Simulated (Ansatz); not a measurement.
Input for Ansatz (plane-wave DFT), KZnF₃:

```yaml
crystal:
  lattice:
    - [4.100678382, 0.0, 0.0]
    - [0.0, 4.100678382, 0.0]
    - [0.0, 0.0, 4.100678382]
  atoms:
    - { symbol: K, position: [0.0, 0.0, 0.0] }
    - { symbol: Zn, position: [0.5, 0.5, 0.5] }
    - { symbol: F, position: [0.0, 0.5, 0.5] }
    - { symbol: F, position: [0.5, 0.0, 0.5] }
    - { symbol: F, position: [0.5, 0.5, 0.0] }
basis:
  ecutwfc: 500
  ecutrho_ratio: 4
kpoints:
  mp_grid: { grid: [1, 1, 1] }
hamiltonian:
  xc: lda
scf:
  occupations: { method: gaussian, width: 0.1 }
  convergence: { dr2_threshold: "1e-2 eV" }
output:
  forces: true
  stress: true
  eigenvalues: true
magnetization:
  spin_polarized: true
  initial_magnetization: 5.0
  spin_locking: { lock_magnetization: hard }
```

Command:

```bash
ansatz run input.yaml --threads 1 --pin off --max-ram 1331MiB --backend cpu --events-out ev --progress --plain --runs-dir out
```

Output, shortened (HF is the Harris–Foulkes energy, dr2 the density residual in eV):

```text
Pseudopotential: Zn, paw, valence charge 12, recommended cutoff 420 eV (normal)
Pseudopotential: F, paw, valence charge 7, recommended cutoff 420 eV (normal)
Crystal: 5 atoms, lattice volume = 68.955 Å³
Basis set: ecut = 500 eV, 1743 PW (Γ)
Bands: 29, of which v1, the nominal top of the filled ones, is band 21 counted from 1 (20 counted from 0)
Symmetry: 48 space group operations
Space group: Pm-3m (ITA 221), of the structure as read, at distance tolerance 4.1e-5 Å
k-points: 1
PAW frozen core: K, regenerated for the run's functional, and the local potential with it (the file was generated under x = pbe(κ = 0.804, μ = 0.2195), c = pbe(β = 0.0667))
PAW frozen core: Zn, regenerated for the run's functional, and the local potential with it (the file was generated under x = pbe(κ = 0.804, μ = 0.2195), c = pbe(β = 0.0667))
PAW frozen core: F, regenerated for the run's functional, and the local potential with it (the file was generated under x = pbe(κ = 0.804, μ = 0.2195), c = pbe(β = 0.0667))
Initial density: superposition of atomic densities
Starting moments: Σ|m| = 5 μB on 5 of 5 sites
SCF iter   1: HF=-7120.643992 eV  Δρ=1.57e-1 (↑1.20e-1 ↓1.57e-1) dr2=4.30e1  dr2_m=2.27e0  M=5.000 μB ∫|m|=5.010 μB
spin=Collinear: Resta preconditioning applied to the charge; magnetization (m = ρ↑ − ρ↓) channel mixes plain (no charge-response kernel on spin).
SCF iter   2: HF=-7109.660077 eV  Δρ=8.33e-2 (↑5.25e-2 ↓8.33e-2) dr2=1.22e1  dr2_m=1.20e0  M=5.000 μB ∫|m|=5.016 μB
SCF iter   3: HF=-7105.332632 eV  Δρ=3.02e-2 (↑2.41e-2 ↓3.02e-2) dr2=1.51e0  dr2_m=2.21e-1  M=5.000 μB ∫|m|=5.035 μB
SCF iter   4: HF=-7105.697351 eV  Δρ=3.69e-1 (↑1.64e-2 ↓3.69e-1) dr2=7.22e1  dr2_m=2.07e1  M=5.000 μB ∫|m|=5.018 μB  recentre
   ...
SCF iter  13: HF=-7104.980169 eV  Δρ=1.35e-2 (↑8.03e-5 ↓1.35e-2) dr2=9.95e-2  dr2_m=2.89e-2  M=5.000 μB ∫|m|=5.030 μB
SCF iter  14: HF=-7104.978230 eV  Δρ=5.32e-3 (↑4.85e-5 ↓5.32e-3) dr2=1.54e-2  dr2_m=4.49e-3  M=5.000 μB ∫|m|=5.000 μB
SCF iter  15: F=-7104.977905 eV  HF=-7104.977990 eV  Δρ=4.46e-4 (↑4.01e-5 ↓4.46e-4) dr2=9.46e-5  dr2_m=3.23e-5  M=5.000 μB ∫|m|=5.000 μB
SCF 1 converged in 15 iterations: F = -7104.977905 eV  dr2 = 9.46e-5
solved again in the potential of the output density, not every published eigenvalue holds within its bar: in spin ↑, 13 eigenvalues moved, the lowest at band 2; the one that moved furthest (k=0, band 20), published at -0.966 eV, moved by -0.056 eV, against a bar of 0.010 eV; in spin ↓, 7 eigenvalues moved, the lowest at band 10 …
SCF converged after 15 iterations
Stability checked in part: among states of this total moment the steps that led to this state did not find it unstable. No probe was made; neither looks for a lower state of another moment (fixed_total_moment; see scf.lower_state_search)
Magnetization: 5.0000 μB (23.5000 up, 18.5000 down)
Absolute magnetization: 5.0011 μB (∫|ρ↑−ρ↓|, with the PAW one-centre terms)
Per-site moments (μB) at R_I (Å): [(0.3703, 1.1960), (0.4368, 0.8457), (0.7779, 0.8457), (0.7779, 0.8457), (0.7779, 0.8457)]
Free energy (F): -7104.977905 eV
E sigma→0 (E₀):  -7104.898342 eV
Entropy (-TS):   -0.159126 eV (-31.825 meV/atom)
Fermi energy:    5.622123 (↑ 11.685600, ↓ -0.441354) eV
--- Forces (eV/Å), atoms counted from 1 ---
  atom   1  K     -0.00000000    -0.00000000    -0.00000000
  atom   2  Zn     0.00000000     0.00000000     0.00000000
  atom   3  F      0.00000000     0.00000000     0.00000000
  atom   4  F     -0.00000000    -0.00000000     0.00000000
  atom   5  F      0.00000000     0.00000000     0.00000000
--- Stress (GPa, compression-positive) ---
       27.530545      -0.000000       0.000000
        0.000000      27.530545       0.000000
        0.000000       0.000000      27.530545
  P = ⅓ Tr σ = 27.5305 GPa (275.305 kbar)
```

These settings were drawn at random to show what each does; none of the numbers is a converged property of the crystal.